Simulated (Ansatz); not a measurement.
Spinel MgAl₂O₄ was calculated with PBE (Ansatz, a quantum-chemistry and plane-wave program, PAW).

Run with plane-wave cutoff 520 eV, 8×8×8 k mesh, Fermi–Dirac smearing 0.01 eV, scalar-relativistic PAW data made under PBE.

Cell (relaxed at this level):

```
CELL_PARAMETERS angstrom
      0.00000     4.08434     4.08434
      4.08434     0.00000     4.08434
      4.08434     4.08434     0.00000
ATOMIC_POSITIONS crystal
  Mg 0.00000 0.00000 0.00000
  Mg 0.25000 0.25000 0.25000
  Al 0.62500 0.12500 0.62500
  Al 0.12500 0.62500 0.62500
  Al 0.62500 0.62500 0.12500
  Al 0.62500 0.62500 0.62500
  O  0.38854 0.83437 0.38854
  O  0.41563 0.86146 0.86146
  O  0.38854 0.38854 0.83437
  O  0.86146 0.41563 0.86146
  O  0.38854 0.38854 0.38854
  O  0.86146 0.86146 0.86146
  O  0.83437 0.38854 0.38854
  O  0.86146 0.86146 0.41563
```

Q: Give the computed bulk modulus B0, band gap, smallest direct gap on the k points sampled and pressure derivative B′ of the bulk modulus.

A: 
- bulk modulus B0 = 181 GPa
- band gap = 5.12 eV
- smallest direct gap on the k points sampled = 5.14 eV
- pressure derivative B′ of the bulk modulus = 4.1

Measured, for comparison: band gap 7.8 eV (temperature not stated, not corrected to a static lattice; as tabulated in Neo et al. (2023), doi:10.1002/gch2.202200236); bulk modulus 195 GPa (300 K, copied from a table, unchecked, not corrected to a static lattice; as tabulated in BurnMan's mineral tables). Computed (rounded) less measured: band gap -2.68 eV, bulk modulus not scored (unchecked).

Note: the bulk modulus comes from volumes at which shape and atoms were relaxed.
